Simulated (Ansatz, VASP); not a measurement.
One calculation of SnTe, two programs

```xyz
2
Lattice="0.0000 3.0741 3.0741 3.0741 0.0000 3.0741 3.0741 3.0741 0.0000" Properties=species:S:1:pos:R:3 pbc="T T T"
Sn    3.0741    3.0741    3.0741
Te    0.0000    0.0000    0.0000
```

Alike in both runs: task single point; functional LDA; k mesh 6 × 6 × 6; occupations gaussian, width 0.05 eV; no spin polarisation.

|  | VASP | Ansatz |
| --- | --- | --- |
| version | VASP 6.6.1 | Ansatz 0.2.0 |
| potentials or method | VASP PAW LDA potentials, release 64 (Sn_d, Te) | scalar-relativistic, plane waves, PAW |
| plane-wave cutoff (eV) | 520 | 420 |
| valence electrons in the cell | 20 | 30 |

|  | VASP | Ansatz | Ansatz less VASP |
| --- | --- | --- | --- |
| gap on the k mesh at the Fermi level (eV) | 0.31 | 0.33 | +0.018 |
| least direct gap on the mesh (eV) | 0.31 | 0.33 | +0.018 |
| pressure (GPa) | 2.4 | 2.4 | -0.03 |

The two sets of potentials don't hold the same shells in valence.

Caveats: spin-orbit coupling is left out, which moves the levels of the heavy elements.
